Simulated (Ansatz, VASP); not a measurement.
Ge in VASP and in Ansatz

Contents of INCAR:

```
PREC = Accurate
ENCUT = 520
EDIFF = 1E-7
ISMEAR = -1
SIGMA = 0.05
LREAL = False
LASPH = True
NELM = 100
ALGO = Normal
ISIF = 2
LWAVE = False
LCHARG = False
NBANDS = 36
```

Contents of KPOINTS:

```
regular mesh
0
Gamma
  8 8 3
```

POSCAR

```
Ge
1.0
    4.0772291900      0.0000000000      0.0000000000
   -2.0386145949      3.5309840555      0.0000000000
    0.0000000000      0.0000000000     11.0661648237
Ge
4
Direct
    0.6666666667      0.3333333333      0.4148480000
    0.3333333333      0.6666666667      0.9148480000
    0.0000000000      0.0000000000      0.4774520000
    0.0000000000      0.0000000000      0.9774520000
```

The input input.yaml:

```yaml
crystal:
  lattice:
    - [4.07722919, 0.0, 0.0]
    - [-2.0386145949, 3.5309840555, 0.0]
    - [0.0, 0.0, 11.0661648237]
  atoms:
    - { symbol: Ge, position: [0.6666666667, 0.3333333333, 0.414848] }
    - { symbol: Ge, position: [0.3333333333, 0.6666666667, 0.914848] }
    - { symbol: Ge, position: [0.0, 0.0, 0.477452] }
    - { symbol: Ge, position: [0.0, 0.0, 0.977452] }
kpoints:
  mp_grid: { grid: [8, 8, 3] }
scf:
  occupations: { method: fermi_dirac, width: 0.05 }
hamiltonian:
  xc: lda
  pseudopotentials: { kind: all_electron, lapw: { basis_error: 0.002 } }
output:
  forces: true
  stress: true
  eigenvalues: true
```

Change from the starting cell: volume scaled by 1.02.

Alike in both runs: task single point; functional LDA; k mesh 8 × 8 × 3; occupations fermi-dirac, width 0.05 eV; no spin polarisation.

|  | VASP | Ansatz |
| --- | --- | --- |
| version | VASP 6.6.1 | Ansatz 0.2.0 |
| potentials or method | VASP PAW LDA potentials, release 64 (Ge_d) | all-electron LAPW, scalar-relativistic |
| plane-wave cutoff (eV) | 520 | see its input |

VASP gave:

| Property | Result |
| --- | --- |
| gap on the k mesh at the Fermi level (eV) | 0.46 |
| least direct gap on the mesh (eV) | 0.60 |
| pressure (GPa) | -2.9 |
| largest component of the traceless stress (GPa) | 1.87 |
| rms of the force components (eV/Å) | 0.179 |

Question: Estimate Ansatz's values.

Answer: gap on the k mesh at the Fermi level (eV): 0.44; least direct gap on the mesh (eV): 0.58; pressure (GPa): -2.9; largest component of the traceless stress (GPa): 1.91; rms of the force components (eV/Å): 0.182.

Atom by atom the forces differ by 0.003 eV/Å (rms over components). Ansatz ran all-electron here, so the differences hold the error of VASP's frozen core and of both bases.

Caveats: an odd mesh through Γ misses points on the zone boundary, where band edges often lie.
